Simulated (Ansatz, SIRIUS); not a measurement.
# Equation of state of ScAl3 under PBEsol

Space group Pm-3m (No. 221). a = 4.088 Å, b = 4.088 Å, c = 4.088 Å, α = 90.00°, β = 90.00°, γ = 90.00°
```csv
atom,site,symmetry,x,y,z
Sc,1a,m-3m,0.0000,0.0000,0.0000
Al,3c,4/mm.m,0.5000,0.5000,0.0000
```

The cell is a database's computed one, not the measured one.

The cell was scaled at fixed shape and fractions and run with SIRIUS, all-electron FP-LAPW, apw+lo standard; PBEsol, k mesh 7 × 7 × 7 on the cell of 4 atoms, fermi-dirac occupations of 0.05 eV, no spin polarisation, no spin-orbit coupling. Energies are those that the program minimises, any entropy of the smearing included. For a metal such a mesh isn't converged to the digits shown.

```csv
V (Å³/atom),energy over the lowest row (meV/atom)
16.0524,11.806
16.3939,3.628
16.7354,0.000
17.0770,0.499
17.4185,4.783
17.7601,?
18.1016,23.030
```

Question: Fit the third-order Birch-Murnaghan form, give V0, B0 and B′, and predict the energy left open.

Answer: With y = (V0/V)^(2/3), E = E0 + (9 V0 B0/16) [(y - 1)³ B′ + (y - 1)² (6 - 4y)]. Least squares through the rows shown give V0 = 16.8599 Å³/atom, E0 = -0.266 meV, B0 = 92.09 GPa (1 eV/Å³ = 160.218 GPa) and B′ = 4.08, with a largest miss of 0.021 meV. At V = 17.7601 the form with these constants gives 12.381 meV; the run gave 12.391 meV an atom. Other set-ups at this level, from all their volumes (Å³/atom, GPa): Ansatz, all-electron LAPW, scalar-relativistic: V0 16.862, B0 92.06. Measured volume: 17.27 Å³/atom at 300 K (pmc:8067998, doi:10.3390/ma14081837), so the fit lies -2.4 % from it. Measured modulus: 91.5 GPa at 298 K (pmc:8067998, doi:10.3390/ma14081837), so the fit lies +0.6 % from it. The runs are for a static lattice.
